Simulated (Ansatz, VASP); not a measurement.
**One calculation of Si, two programs**

```xyz
2
Lattice="2.6470 2.6470 0.0000 -2.6470 2.6470 0.0000 0.0000 2.6470 2.7440" Properties=species:S:1:pos:R:3 pbc="T T T"
Si   -1.3235    3.9704    1.3720
Si    0.0000    0.0000    0.0000
```

Change from the starting cell: film at in-plane strain -0.02.

Alike in both runs: task single point; functional LDA; k mesh 8 × 8 × 8; no spin polarisation.

|  | VASP | Ansatz |
| --- | --- | --- |
| version | VASP 6.6.1 | Ansatz 0.2.0 |
| potentials or method | VASP PAW LDA potentials, release 64 (Si), cutoff 520 eV | all-electron LAPW, scalar-relativistic |
| occupations | gaussian, width 0.01 eV | fixed |

Ansatz gave:

- gap on the k mesh at the Fermi level (eV): 0.26
- pressure (GPa): 2.4
- largest component of the traceless stress (GPa): 2.47

Question: What did VASP give for the same quantities?

Answer: gap on the k mesh at the Fermi level (eV): 0.25; pressure (GPa): 2.5; largest component of the traceless stress (GPa): 2.47.

Ansatz ran all-electron here, so the differences hold the error of VASP's frozen core and of both bases.
